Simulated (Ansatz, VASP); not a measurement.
# ScAl in VASP and in Ansatz

```
CELL_PARAMETERS angstrom
3.37035 0.00000 0.00000
0.00000 3.37035 0.00000
0.00000 0.00000 3.37035
ATOMIC_POSITIONS crystal
Sc 0.50000 0.50000 0.50000
Al 0.00000 0.00000 0.00000
```

The cell comes from a database or a generator and needn't be the stable form of this composition.

Alike in both runs: task single point; functional r2SCAN; k mesh 10 × 10 × 10; no spin polarisation.

|  | VASP | Ansatz |
| --- | --- | --- |
| version | VASP 6.6.1 | Ansatz 0.2.0 |
| potentials or method | VASP PAW PBE potentials, release 64 (Sc_sv, Al) | plane waves, PAW |
| plane-wave cutoff (eV) | 520 | 500 |
| occupations | methfessel-paxton of order 1, width 0.3 eV | cold, width 0.3 eV |
| valence electrons in the cell | 14 | 14 |

```csv
,VASP,Ansatz,Ansatz less VASP
pressure (GPa),0.1,0.0,-0.18
```

Caveats: the PAW data sets were made with another functional, which shifts forces and pressure a little (VASP).
